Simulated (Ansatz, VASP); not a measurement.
Given: the input of a run of Ansatz 0.2.0 on HfC.

File input.yaml:

```yaml
crystal:
  lattice:
    - [0.0, 2.325, 2.325]
    - [2.325, 0.0, 2.325]
    - [2.325, 2.325, 0.0]
  atoms:
    - { symbol: Hf, position: [0.5, 0.5, 0.5] }
    - { symbol: C, position: [0.0, 0.0, 0.0] }
hamiltonian:
  xc: rpbe
  pseudopotentials: { kind: paw }
  dispersion: d3bj
kpoints:
  mp_grid: { grid: [10, 10, 10] }
scf:
  occupations: { method: fermi_dirac, width: 0.05 }
output:
  forces: true
  stress: true
relax:
  f_tol: 0.01
  max_steps: 40
  cell: { stress_tol: 0.05 }
```

Potentials or basis: Ansatz PAW.

The run is started by

```bash
$ ansatz run input.yaml --threads 2 --pin off --max-ram 5632MiB --backend cpu --events-out ev --progress --plain --runs-dir out
```

Q: Translate it to VASP 6.6.1. Potentials there: VASP PAW PBE potentials, release 64 (Hf_pv, C).

A: As run (the cutoff follows the program's own potentials):

INCAR

```
PREC = Accurate
ENCUT = 600
EDIFF = 1E-7
ISMEAR = -1
SIGMA = 0.05
LREAL = False
LASPH = True
NELM = 100
ALGO = Fast
ISIF = 3
LWAVE = False
LCHARG = False
GGA = RP
IVDW = 12
IBRION = 2
NSW = 60
EDIFFG = -0.005
```

File KPOINTS:

```
Automatic mesh
0
Gamma
  10 10 10
```

File POSCAR:

```
HfC
1.0
    0.0000000000      2.3250000000      2.3250000000
    2.3250000000      0.0000000000      2.3250000000
    2.3250000000      2.3250000000      0.0000000000
Hf C
1 1
Direct
    0.5000000000      0.5000000000      0.5000000000
    0.0000000000      0.0000000000      0.0000000000
```

Potentials or basis: VASP PAW PBE potentials, release 64 (Hf_pv, C).

Launch:

```sh
$ cat potpaw_PBE.64/Hf_pv/POTCAR potpaw_PBE.64/C/POTCAR > POTCAR
$ mpirun -np 1 vasp_std > vasp.out
```

Both were run:

|  | VASP | Ansatz | Ansatz less VASP |
| --- | --- | --- | --- |
| relaxed volume (Å³/atom) | 11.24 | 11.25 | +0.013 |
| relaxed cell length with the largest relative difference (Å) | 3.168 | 3.169 | +0.0012 |
| energy change over the relaxation (meV/atom) | -127 | -122 | +5.4 |

The two sets of potentials don't hold the same shells in valence.

Caveats: the PAW data sets were made with another functional, which shifts forces and pressure a little (VASP); the volume moved by -11 % from the deposited cell, more than functionals usually miss (VASP); pairwise dispersion overbinds metals, which lowers pressure and volume (VASP); the plane-wave basis is chosen anew once the cell has moved, so the energies of steps on either side of that aren't comparable (Ansatz); the pressure holds a Pulay correction of +0.3 GPa for the finite cutoff (Ansatz); the volume moved by -10 % from the deposited cell, more than functionals usually miss (Ansatz); the PAW data sets come from PBE, with cores solved anew for the run's functional, which leaves a small shift of forces and pressure (Ansatz). The runs have no spin-orbit coupling, so splittings on Hf are missing.
